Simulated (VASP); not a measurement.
# TePb (Fm-3m) in VASP: notebook

One crystal, TePb, is run at these levels: PBE+D3(BJ); tasks: relaxation of the atoms.

Everything below comes from runs of VASP 6.6.1. Logs are shortened: lines on timing, memory, paths and dates and some standing lists are left out, and cuts for length are marked.

**1. The undisturbed crystal**

It takes space group Fm-3m (No. 225, cubic). Conventional cell: a = 6.462 Å, b = 6.462 Å, c = 6.462 Å, α = 90.00°, β = 90.00°, γ = 90.00°. Around Te (site symmetry m-3m) lie 6 Pb at 3.23 Å. Pb (site symmetry m-3m) is surrounded by 6 Te at 3.23 Å.

**2. Relaxation of the atoms, PBE+D3(BJ) (a relaxed cell with its volume scaled by 0.94)**

File INCAR:

```
PREC = Accurate
ENCUT = 600
EDIFF = 1E-7
ISMEAR = 0
SIGMA = 0.03
LREAL = F
LASPH = T
NELM = 80
ALGO = Normal
ISIF = 2
LWAVE = F
LCHARG = F
GGA = PE
IVDW = 12
IBRION = 2
NSW = 40
EDIFFG = -0.01
```

File KPOINTS:

```
regular mesh
0
Gamma
  8 8 8
```

File POSCAR:

```
TePb                                    
1.0
    0.0000000000      3.1689628060      3.1689628060
    3.1689628060      0.0000000000      3.1689628060
    3.1689628060      3.1689628060      0.0000000000
  Te              Pb            
     1     1
Direct
     0.5000000000000000    0.5000000000000000    0.5000000000000000
     0.0000000000000000    0.0000000000000000    0.0000000000000000
```

Potentials or basis: VASP PAW PBE potentials, release 64 (Te, Pb_d).

Launch:

```
cat potpaw_PBE.64/Te/POTCAR potpaw_PBE.64/Pb_d/POTCAR > POTCAR
mpirun -np 1 vasp_std > vasp.out
```

OUTCAR:

```text
PREC = Accurate
   ENCUT = 600
   EDIFF = 1E-7
   ISMEAR = 0
   LREAL = F
   LASPH = T
   NELM = 80
   ISIF = 2
   GGA = PE
   IVDW = 12
   IBRION = 2
   NSW = 40
   EDIFFG = -0.01
 IVDW          = 12

 ion  position               nearest neighbor table
   1  0.500  0.500  0.500-   2 3.17   2 3.17   2 3.17   2 3.17   2 3.17   2 3.17
   2  0.000  0.000  0.000-   1 3.17   1 3.17   1 3.17   1 3.17   1 3.17   1 3.17

  LATTYP: Found a face centered cubic cell.
 ALAT       =     6.3379256120

  Lattice vectors:

 A1 = (   0.0000000000,   3.1689628060,   3.1689628060)
 A2 = (   3.1689628060,   0.0000000000,   3.1689628060)
 A3 = (   3.1689628060,   3.1689628060,   0.0000000000)

Analysis of symmetry for initial positions (statically):
=====================================================================
 Subroutine PRICEL returns:
 Original cell was already a primitive cell.

 Routine SETGRP: Setting up the symmetry group for a
 face centered cubic supercell.

 Subroutine GETGRP returns: Found 48 space group operations
 (whereof 48 operations were pure point group operations)
 out of a pool of 48 trial point group operations.

The static configuration has the point symmetry O_h .

Analysis of symmetry for dynamics (positions and initial velocities):
=====================================================================
 Subroutine PRICEL returns:
 Original cell was already a primitive cell.

 Routine SETGRP: Setting up the symmetry group for a
 face centered cubic supercell.

 Subroutine GETGRP returns: Found 48 space group operations
 (whereof 48 operations were pure point group operations)
 out of a pool of 48 trial point group operations.

The dynamic configuration has the point symmetry O_h .

 Subroutine INISYM returns: Found 48 space group operations
 (whereof 48 operations are pure point group operations),
 and found     1 'primitive' translations

----------------------------------------------------------------------------------------

                                     Primitive cell

  volume of cell :      63.6475

  direct lattice vectors                    reciprocal lattice vectors
     0.000000000  3.168962806  3.168962806    -0.157780331  0.157780331  0.157780331
     3.168962806  0.000000000  3.168962806     0.157780331 -0.157780331  0.157780331
     3.168962806  3.168962806  0.000000000     0.157780331  0.157780331 -0.157780331

  length of vectors
     4.481590179  4.481590179  4.481590179     0.273283549  0.273283549  0.273283549

  position of ions in fractional coordinates (direct lattice)
     0.500000000  0.500000000  0.500000000
     0.000000000  0.000000000  0.000000000

  ion indices of the primitive-cell ions
   primitive index   ion index
                 1           1
                 2           2

----------------------------------------------------------------------------------------

 KPOINTS: regular mesh

Automatic generation of k-mesh.
 Grid dimensions read from file:
 generate k-points for:    8    8    8

 Generating k-lattice:

  Cartesian coordinates                     Fractional coordinates (reciprocal lattice)
    -0.019722541  0.019722541  0.019722541     0.125000000  0.000000000  0.000000000
     0.019722541 -0.019722541  0.019722541     0.000000000  0.125000000  0.000000000
     0.019722541  0.019722541 -0.019722541     0.000000000  0.000000000  0.125000000

  Length of vectors
     0.034160444  0.034160444  0.034160444

  Shift w.r.t. Gamma in fractional coordinates (k-lattice)
     0.000000000  0.000000000  0.000000000

 Subroutine IBZKPT returns following result:
 ===========================================

 Found     29 irreducible k-points:

 Following reciprocal coordinates:
            Coordinates               Weight
  0.000000  0.000000  0.000000      1.000000
  0.125000  0.000000  0.000000      8.000000
  0.250000  0.000000  0.000000      8.000000
  0.375000  0.000000  0.000000      8.000000
  0.500000  0.000000  0.000000      4.000000
  0.125000  0.125000  0.000000      6.000000
[... 16 lines left out ...]
  0.500000  0.250000  0.125000     48.000000
 -0.375000  0.250000  0.125000     24.000000
 [... further k-points ...]
   k-points           NKPTS =     29   k-points in BZ     NKDIM =     29   number of bands    NBANDS=     14
   number of dos      NEDOS =    301   number of ions     NIONS =      2
   total plane-waves  NPLWV =  46656
   dimension x,y,z NGX =    36 NGY =   36 NGZ =   36
   dimension x,y,z NGXF=    72 NGYF=   72 NGZF=   72
   ions per type =               1   1
   NGX,Y,Z   is equivalent  to a cutoff of  13.35, 13.35, 13.35 a.u.
   NGXF,Y,Z  is equivalent  to a cutoff of  26.71, 26.71, 26.71 a.u.
 SYSTEM =  unknown system
   PREC   = accura    normal or accurate (medium, high low for compatibility)
   ISTART =      0    job   : 0-new  1-cont  2-samecut
   ICHARG =      2    charge: 1-file 2-atom 10-const
   ISPIN  =      1    spin polarized calculation?
   LNONCOLLINEAR =      F non collinear calculations
   LSORBIT =      F    spin-orbit coupling
   LASPH  =      T    aspherical Exc in radial PAW
   ENCUT  =  600.0 eV  44.10 Ry    6.64 a.u.   8.95  8.95  8.95*2*pi/ulx,y,z
   NELM   =     80;   NELMIN=  2; NELMDL= -5     # of ELM steps
   EDIFF  = 0.1E-06   stopping-criterion for ELM
   LREAL  =      F    real-space projection
   EDIFFG = -.1E-01   stopping-criterion for IOM
   NSW    =     40    number of steps for IOM
   IBRION =      2    ionic relax: 0-MD 1-quasi-New 2-CG
   NFREE  =      1    steps in history (QN), initial steepest desc. (CG)
   ISIF   =      2    stress and relaxation
   ISYM   =      2    0-nonsym 1-usesym 2-fastsym
   POTIM  = 0.5000    time-step for ionic-motion
   TEBEG  =    0.0;   TEEND  =   0.0 temperature during run
   PSTRESS=    0.0 pullay stress
   NELECT =      20.0000    total number of electrons
   NUPDOWN=      -1.0000    fix difference up-down
   EMIN   =  10.00;   EMAX   =-10.00  energy-range for DOS
   EFERMI =   0.00;   METHOD = LEGACY
   ISMEAR =     0;   SIGMA  =   0.03  broadening in eV -4-tet -1-fermi 0-gaus
   EFERMI_NEDOS =   21; number of points for ismear=-14 and -15
   IALGO  =     38    algorithm
   IMIX   =      4    mixing-type and parameters
     AMIX     =   0.40;   BMIX     =  1.00
     AMIX_MAG =   1.60;   BMIX_MAG =  1.00
  volume/ion in A,a.u.               =      31.82       214.76
  Fermi-wavevector in a.u.,A,eV,Ry     =   1.112989  2.103245 16.854154  1.238745
  Thomas-Fermi vector in A             =   2.249569
   LORBIT       =      0    0 simple, 1 ext, 2 COOP (PROOUT), +10 PAW based schemes
   GGA     = PE    functional components
   LHFCALC =     F    Hartree Fock is set to
   AEXX    =    0.0000 exact exchange contribution
   IVDW    =    12    specifies the selected vdW correction
   LEPSILON=     F    determine dielectric tensor
   LRPA    =     F    only Hartree local field effects (RPA)
 conjugate gradient relaxation of ions
 non-spin polarized calculation
 Gauss-broadening in eV      SIGMA  =   0.03
  energy-cutoff  :      600.00
  volume of cell :       63.65
 maximum number of plane-waves:      2148
   NGX = 17   NGY = 17   NGZ = 17

 number of electron      19.9999998 magnetization

 Free energy of the ion-electron system (eV)
  ---------------------------------------------------
  ext. energy  EPLUGINS =         0.00000000
  ---------------------------------------------------
  free energy    TOTEN  =        -7.41482313 eV

  energy without entropy =       -7.41482313  energy(sigma->0) =       -7.41482313

 E-fermi :   6.5575     XC(G=0):  -9.5651

 val. band max:        6.4229471432   @ k =   0.5000   0.0000   0.0000
 cond. band min:       7.0223988644   @ k =   0.5000   0.0000   0.0000
 fundamental gap:      0.5994517212
 Fermi energy:         6.5575397525

 k-point     1 :       0.0000    0.0000    0.0000
  band No.  band energies     occupation
      1     -10.4290      2.00000
      2     -10.4290      2.00000
      3     -10.4149      2.00000
      4     -10.4149      2.00000
      5     -10.4149      2.00000
      6      -6.1213      2.00000
      7       0.9620      2.00000
      8       4.8250      2.00000
      9       4.8250      2.00000
     10       4.8250      2.00000
     11      10.5394      0.00000
     12      10.5394      0.00000
     13      10.5394      0.00000
     14      12.0566      0.00000

 k-point     2 :       0.1250    0.0000    0.0000
  band No.  band energies     occupation
      1     -10.4315      2.00000
      2     -10.4315      2.00000
      3     -10.4145      2.00000
      4     -10.4122      2.00000
      5     -10.4122      2.00000
      6      -5.9760      2.00000
      7       0.4260      2.00000
      8       4.8682      2.00000
      9       4.8682      2.00000
     10       5.1458      2.00000
     11       9.7142      0.00000
     12       9.8845      0.00000
     13       9.8845      0.00000
     14      11.8879      0.00000

 k-point     3 :       0.2500    0.0000    0.0000
  band No.  band energies     occupation
      1     -10.4384      2.00000
      2     -10.4384      2.00000
      3     -10.4137      2.00000
      4     -10.4046      2.00000
      5     -10.4046      2.00000
      6      -5.5556      2.00000
      7      -0.7172      2.00000
      8       5.0026      2.00000
      9       5.0026      2.00000
     10       5.6877      2.00000
     11       8.4865      0.00000
     12       8.7819      0.00000
     13       8.7819      0.00000
     14      12.2402      0.00000
[... 324 lines left out ...]
 k-point    23 :       0.5000    0.2500    0.1250
  band No.  band energies     occupation
      1     -10.4663      2.00000
      2     -10.4367      2.00000
      3     -10.4121      2.00000
      4     -10.3979      2.00000
      5     -10.3925      2.00000
      6      -4.6425      2.00000
      7      -1.7752      2.00000
      8       3.2448      2.00000
      9       3.9998      2.00000
     10       5.5694      2.00000
     11       8.0374      0.00000
     12       9.5633      0.00000
     13      10.6962      0.00000
     14      12.1478      0.00000

 k-point    24 :      -0.3750    0.2500    0.1250
  band No.  band energies     occupation
      1     -10.4686      2.00000
      2     -10.4398      2.00000
      3     -10.4077      2.00000
      4     -10.4002      2.00000
      5     -10.3897      2.00000
      6      -4.2969      2.00000
      7      -2.2150      2.00000
      8       3.2933      2.00000
      9       3.5319      2.00000
     10       5.8428      2.00000
     11       7.6275      0.00000
     12      10.0146      0.00000
     13      10.5366      0.00000
     14      13.1501      0.00000

 [... further k-points ...]

------------------------ aborting loop because EDIFF is reached ----------------------------------------

 Edisp (eV)   -0.85464

 E8    (eV) :    -0.4140

  FORCE on cell =-STRESS in cart. coord.  units (eV):
  Direction    XX          YY          ZZ          XY          YZ          ZX
  --------------------------------------------------------------------------------------
  -------------------------------------------------------------------------------------
  Total       1.21745     1.21745     1.21745     0.00000    -0.00000     0.00000
  in kB      30.64634    30.64634    30.64634     0.00000    -0.00000     0.00000
  external pressure =       30.65 kB  Pullay stress =        0.00 kB

 VOLUME and BASIS-vectors are now :
 -----------------------------------------------------------------------------
  energy-cutoff  :      600.00
  volume of cell :       63.65
      direct lattice vectors                 reciprocal lattice vectors
     0.000000000  3.168962806  3.168962806    -0.157780331  0.157780331  0.157780331
     3.168962806  0.000000000  3.168962806     0.157780331 -0.157780331  0.157780331
     3.168962806  3.168962806  0.000000000     0.157780331  0.157780331 -0.157780331

 POSITION                                       TOTAL-FORCE (eV/Angst)
 -----------------------------------------------------------------------------------
      3.16896      3.16896      3.16896        -0.000000      0.000000     -0.000000
      0.00000      0.00000      0.00000         0.000000      0.000000      0.000000
 -----------------------------------------------------------------------------------
    total drift:                               -0.000000      0.000000      0.000000

  FREE ENERGIE OF THE ION-ELECTRON SYSTEM (eV)
  ---------------------------------------------------
  free  energy   TOTEN  =        -8.2694672445 eV

  energy  without entropy=       -8.2694672445  energy(sigma->0) =       -8.26946724

 reached required accuracy - stopping structural energy minimisation
```

Wall time 13 s (1 thread of Intel Xeon 6975P-C (Granite Rapids), shared host); peak memory 0.22 GiB.

What came out:

| Item | Value |
| --- | --- |
| Free energy | -8.2695 eV |
| Pressure after relaxing | 3.1 GPa |
| Band gap on the k mesh | 0.60 eV, direct |
| Dispersion energy per atom | -0.427 eV |

Final structure:
```
Te Pb
1.0
     0.00000    3.16896    3.16896
     3.16896    0.00000    3.16896
     3.16896    3.16896    0.00000
Te Pb
1 1
Direct
  0.50000 0.50000 0.50000
  0.00000 0.00000 0.00000
```

Levels at points of the mesh, in eV from the valence-band top:
| k point | band 8 | band 9 | band 10 | band 11 | band 12 | band 13 |
| --- | --- | --- | --- | --- | --- | --- |
| (0.00, 0.00, 0.00) | -1.60 | -1.60 | -1.60 | 4.12 | 4.12 | 4.12 |
| (0.50, 0.00, 0.00) | -1.10 | -1.10 | 0.00 | 0.60 | 1.10 | 1.10 |
| (0.50, 0.50, 0.00) | -5.00 | -3.17 | -3.17 | 3.01 | 5.67 | 5.67 |

Caveat: the relaxation stopped at its first step, so nothing moved; spin-orbit coupling is left out, which as a rule narrows the gap of such compounds by several tenths of an eV. A k mesh can miss the band edges.

**3. Relaxation of the atoms, PBE+D3(BJ) (a relaxed cell with its volume scaled by 0.96)**

INCAR is that of step 2.

KPOINTS is that of step 2.

File POSCAR:

```
TePb                                    
1.0
    0.0000000000      3.1912801808      3.1912801808
    3.1912801808      0.0000000000      3.1912801808
    3.1912801808      3.1912801808      0.0000000000
  Te              Pb            
     1     1
Direct
     0.5000000000000000    0.5000000000000000    0.5000000000000000
     0.0000000000000000    0.0000000000000000    0.0000000000000000
```

Potentials or basis: VASP PAW PBE potentials, release 64 (Te, Pb_d).

Launch:

```
cat potpaw_PBE.64/Te/POTCAR potpaw_PBE.64/Pb_d/POTCAR > POTCAR
mpirun -np 1 vasp_std > vasp.out
```

Run time: 13 s. Hardware: 1 thread of Intel Xeon 6975P-C (Granite Rapids), shared host; peak memory 0.23 GiB.

Results (log left out):

| Property | Result |
| --- | --- |
| Free energy | -8.2905 eV |
| Pressure after relaxing | 1.9 GPa |
| Band gap on the k mesh | 0.65 eV, direct |
| Dispersion energy per atom | -0.418 eV |

Final structure:
```
CELL_PARAMETERS angstrom
0.00000 3.19128 3.19128
3.19128 0.00000 3.19128
3.19128 3.19128 0.00000
ATOMIC_POSITIONS crystal
Te 0.50000 0.50000 0.50000
Pb 0.00000 0.00000 0.00000
```

Levels at points of the mesh, in eV from the valence-band top:
| k point | band 8 | band 9 | band 10 | band 11 | band 12 | band 13 |
| --- | --- | --- | --- | --- | --- | --- |
| (0.00, 0.00, 0.00) | -1.50 | -1.50 | -1.50 | 4.10 | 4.10 | 4.10 |
| (0.50, 0.00, 0.00) | -1.02 | -1.02 | 0.00 | 0.65 | 1.16 | 1.16 |
| (0.50, 0.50, 0.00) | -4.81 | -3.03 | -3.03 | 3.11 | 5.60 | 5.60 |

Caveat: the relaxation stopped at its first step, so nothing moved; spin-orbit coupling is left out, which as a rule narrows the gap of such compounds by several tenths of an eV.

**4. Relaxation of the atoms, PBE+D3(BJ) (a relaxed cell with its volume scaled by 0.98)**

INCAR is that of step 3.

KPOINTS is that of step 3.

File POSCAR:

```
TePb                                    
1.0
    0.0000000000      3.2132897052      3.2132897052
    3.2132897052      0.0000000000      3.2132897052
    3.2132897052      3.2132897052      0.0000000000
  Te              Pb            
     1     1
Direct
     0.5000000000000000    0.5000000000000000    0.5000000000000000
     0.0000000000000000    0.0000000000000000    0.0000000000000000
```

Launch:

```
cat potpaw_PBE.64/Te/POTCAR potpaw_PBE.64/Pb_d/POTCAR > POTCAR
mpirun -np 1 vasp_std > vasp.out
```

It took 13 s on 1 thread of Intel Xeon 6975P-C (Granite Rapids), shared host; peak memory 0.22 GiB.

The run converged. Its results:

```
Free energy                : -8.3024 eV
Pressure after relaxing    : 0.9 GPa
Band gap on the k mesh     : 0.70 eV, direct
Dispersion energy per atom : -0.409 eV
```

Final structure:
```
Te Pb
1.0
     0.00000    3.21329    3.21329
     3.21329    0.00000    3.21329
     3.21329    3.21329    0.00000
Te Pb
1 1
Direct
  0.50000 0.50000 0.50000
  0.00000 0.00000 0.00000
```

Levels at points of the mesh, in eV from the valence-band top:
```csv
k point,band 6,band 7,band 8,band 9,band 10,band 11,band 12,band 13,band 14
"(0.00, 0.00, 0.00)",-12.16,-5.56,-1.42,-1.42,-1.42,4.09,4.09,4.09,5.75
"(0.50, 0.00, 0.00)",-10.68,-8.68,-0.95,-0.95,0.00,0.70,1.22,1.22,8.41
"(0.50, 0.50, 0.00)",-10.42,-7.33,-4.64,-2.90,-2.90,3.21,5.53,5.53,6.80
```

Caveat: the relaxation stopped at its first step, so nothing moved; spin-orbit coupling is left out, which as a rule narrows the gap of such compounds by several tenths of an eV. A k mesh can miss the band edges.

**5. Overview**

```csv
cell,gap on the mesh (eV),pressure (GPa)
atoms relaxed from: a relaxed cell with its volume scaled by 0.94,0.60,3.1
atoms relaxed from: a relaxed cell with its volume scaled by 0.96,0.65,1.9
atoms relaxed from: a relaxed cell with its volume scaled by 0.98,0.70,0.9
```

Alike in all rows: task relaxation of the atoms; level PBE+D3(BJ); potentials or basis VASP PAW PBE potentials, release 64 (Te, Pb_d); no spin polarisation; k mesh 8 × 8 × 8; cutoff (eV) 600; smearing gaussian 0.03 eV.

Caveats: the relaxation stopped at its first step, so nothing moved; spin-orbit coupling is left out, which as a rule narrows the gap of such compounds by several tenths of an eV.

Absolute energies hang on the potentials; compare differences alone.
